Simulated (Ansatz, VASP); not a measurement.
One calculation of MgO (scan), two programs

```
Mg O
1.0
     0.00000    2.10377    2.10377
     2.10377    0.00000    2.10377
     2.10377    2.10377    0.00000
Mg O
1 1
Direct
  0.00000 0.00000 0.00000
  0.50000 0.50000 0.50000
```

Alike in both runs: functional r2SCAN; k mesh 10 × 10 × 10; occupations gaussian, width 0.02 eV; no spin polarisation.

Ansatz relaxed the structure, and its values are those at the end. VASP's run is a single point on that final structure, the one shown.

|  | VASP | Ansatz |
| --- | --- | --- |
| version | VASP 6.6.1 | Ansatz 0.2.0 |
| potentials or method | VASP PAW PBE potentials, release 64 (Mg, O) | scalar-relativistic, plane waves, PAW |
| plane-wave cutoff (eV) | 520 | 500 |
| valence electrons in the cell | 8 | 16 |

|  | VASP | Ansatz | Ansatz less VASP |
| --- | --- | --- | --- |
| gap on the k mesh at the Fermi level (eV) | 5.64 | 5.68 | +0.041 |
| least direct gap on the mesh (eV) | 5.64 | 5.68 | +0.041 |
| pressure (GPa) | -1.5 | 0.0 | +1.52 |

The functional is the same, so the differences come from potentials, cutoffs and numerics. The two sets of potentials don't hold the same shells in valence.

Caveats: the PAW data sets were made with another functional, which shifts forces and pressure a little (VASP). r2SCAN opens gaps a little over a GGA but as a rule still falls short of measured ones.
